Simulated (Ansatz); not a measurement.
# Si: the cost of one run

Method: DFT PBE, scalar-relativistic, plane waves, PAW, in Ansatz 0.2.0.

The COD entry's cell or inner coordinates are ideal or old and differ from later refinements, so a difference from it is no clean test against experiment.

2 further runs of the same task are left out: 2 set aside as unsound or not needed.

**1. The structure to begin with**

It takes space group Fd-3m (No. 227, cubic). Conventional cell: a = 5.470 Å, b = 5.470 Å, c = 5.470 Å, α = 90.00°, β = 90.00°, γ = 90.00°. Around Si (site symmetry -43m) lie 4 Si at 2.37 Å.

As a file:

```
CELL_PARAMETERS angstrom
0.00000 2.73484 2.73484
2.73484 0.00000 2.73484
2.73484 2.73484 0.00000
ATOMIC_POSITIONS crystal
Si 0.75000 0.75000 0.75000
Si 0.50000 0.50000 0.50000
```

This cell was relaxed beforehand with the same method: volume 20.45 Å³/atom, gap on the mesh 0.62 eV.

The host's static dielectric tensor, from an earlier linear-response run, has a mean of 12.98.

The perfect supercell (rows 3 -3 0; 0 -3 3; 0 -3 0 in vectors of this cell) was computed beforehand with the same settings: E(σ→0) = -34333.1118 eV for 54 atoms, gap 0.75 eV on its own mesh.

**2. Making the defect**

The atom at (0.250, 0.917, 0.917) of the supercell is taken out. A small random displacement (spread 0.05 Å) lets the symmetry of the site break. Its neighbours are 3 Si at 2.37 Å.

**3. Relaxing the defect, charge 0**

The input, input.yaml:

```yaml
crystal:
  lattice:
    - [-8.2045150572, 8.2045150572, 0.0]
    - [0.0, 8.2045150572, -8.2045150572]
    - [-8.2045150572, 0.0, -8.2045150572]
  atoms:
    - { symbol: Si, position: [0.25, 0.5833333333, 0.9166666667] }
    - { symbol: Si, position: [0.25, 0.9166666667, 0.5833333333] }
    - { symbol: Si, position: [0.25, 0.25, 0.9166666667] }
    - { symbol: Si, position: [0.25, 0.5833333333, 0.5833333333] }
    - { symbol: Si, position: [0.25, 0.9166666667, 0.25] }
    - { symbol: Si, position: [0.25, 0.25, 0.5833333333] }
    - { symbol: Si, position: [0.25, 0.5833333333, 0.25] }
    - { symbol: Si, position: [0.25, 0.25, 0.25] }
    - { symbol: Si, position: [0.5833333333, 0.9166666667, 0.9166666667] }
    - { symbol: Si, position: [0.5833333333, 0.5833333333, 0.9166666667] }
    - { symbol: Si, position: [0.5833333333, 0.9166666667, 0.5833333333] }
    - { symbol: Si, position: [0.5833333333, 0.25, 0.9166666667] }
    - { symbol: Si, position: [0.5833333333, 0.5833333333, 0.5833333333] }
    - { symbol: Si, position: [0.5833333333, 0.9166666667, 0.25] }
    - { symbol: Si, position: [0.5833333333, 0.25, 0.5833333333] }
    - { symbol: Si, position: [0.5833333333, 0.5833333333, 0.25] }
    - { symbol: Si, position: [0.5833333333, 0.25, 0.25] }
    - { symbol: Si, position: [0.9166666667, 0.9166666667, 0.9166666667] }
    - { symbol: Si, position: [0.9166666667, 0.5833333333, 0.9166666667] }
    - { symbol: Si, position: [0.9166666667, 0.9166666667, 0.5833333333] }
    - { symbol: Si, position: [0.9166666667, 0.25, 0.9166666667] }
    - { symbol: Si, position: [0.9166666667, 0.5833333333, 0.5833333333] }
    - { symbol: Si, position: [0.9166666667, 0.9166666667, 0.25] }
    - { symbol: Si, position: [0.9166666667, 0.25, 0.5833333333] }
    - { symbol: Si, position: [0.9166666667, 0.5833333333, 0.25] }
    - { symbol: Si, position: [0.9166666667, 0.25, 0.25] }
    - { symbol: Si, position: [0.1640919942, 0.8394896549, 0.1658399488], spin: 0.667 }
    - { symbol: Si, position: [0.1666666667, 0.5, 0.1666666667] }
    - { symbol: Si, position: [0.1666666667, 0.1666666667, 0.1666666667] }
    - { symbol: Si, position: [0.1666666667, 0.5, 0.8333333333] }
    - { symbol: Si, position: [0.1666666667, 0.8333333333, 0.5] }
    - { symbol: Si, position: [0.1577232172, 0.1630345799, 0.8411964456], spin: 0.667 }
    - { symbol: Si, position: [0.1666666667, 0.5, 0.5] }
    - { symbol: Si, position: [0.1666666667, 0.1666666667, 0.5] }
    - { symbol: Si, position: [0.5, 0.8333333333, 0.1666666667] }
    - { symbol: Si, position: [0.5, 0.5, 0.1666666667] }
    - { symbol: Si, position: [0.5026145107, 0.822943272, 0.8355366451], spin: 0.667 }
    - { symbol: Si, position: [0.5, 0.1666666667, 0.1666666667] }
    - { symbol: Si, position: [0.5, 0.5, 0.8333333333] }
    - { symbol: Si, position: [0.5, 0.8333333333, 0.5] }
    - { symbol: Si, position: [0.5, 0.1666666667, 0.8333333333] }
    - { symbol: Si, position: [0.5, 0.5, 0.5] }
    - { symbol: Si, position: [0.5, 0.1666666667, 0.5] }
    - { symbol: Si, position: [0.8333333333, 0.8333333333, 0.1666666667] }
    - { symbol: Si, position: [0.8333333333, 0.5, 0.1666666667] }
    - { symbol: Si, position: [0.8333333333, 0.8333333333, 0.8333333333] }
    - { symbol: Si, position: [0.8333333333, 0.1666666667, 0.1666666667] }
    - { symbol: Si, position: [0.8333333333, 0.5, 0.8333333333] }
    - { symbol: Si, position: [0.8333333333, 0.8333333333, 0.5] }
    - { symbol: Si, position: [0.8333333333, 0.1666666667, 0.8333333333] }
    - { symbol: Si, position: [0.8333333333, 0.5, 0.5] }
    - { symbol: Si, position: [0.8333333333, 0.1666666667, 0.5] }
  host:
    lattice:
      - [0.0, 2.7348383524, 2.7348383524]
      - [2.7348383524, 0.0, 2.7348383524]
      - [2.7348383524, 2.7348383524, 0.0]
    atoms:
      - { symbol: Si, position: [0.75, 0.75, 0.75] }
      - { symbol: Si, position: [0.5, 0.5, 0.5] }
basis:
  ecutwfc: 420
  xc_grid: 2
kpoints:
  mp_grid: { grid: [2, 2, 2], shift: [0.0, 0.0, 0.0] }
hamiltonian:
  xc: pbe
scf:
  occupations: { method: gaussian, width: 0.01 }
output:
  forces: true
  stress: false
  eigenvalues: true
  populations: true
  charged_corrections:
    defect_position: [0.25, 0.91666667, 0.91666667]
    epsilon: [[12.9813, 0.0, 0.0], [0.0, 12.9813, 0.0], [0.0, 0.0, 12.9813]]
  write_density: true
  write_potential: true
  elf: true
  volumetric_format: npy
magnetization:
  spin_polarized: true
relax:
  adjacent_minimum: "off"
  f_tol: 0.025
  max_steps: 60
```

On the command line:

```sh
ansatz run input.yaml --threads 4 --pin off --max-ram 10240MiB --backend cpu --events-out ev --progress --plain --runs-dir out
```

**Question.** How long does this run take on 4 threads of Intel Xeon 6975P-C (Granite Rapids), shared host, and how much memory does it need?

About 3.7 min, with a peak of 5.2 GiB.
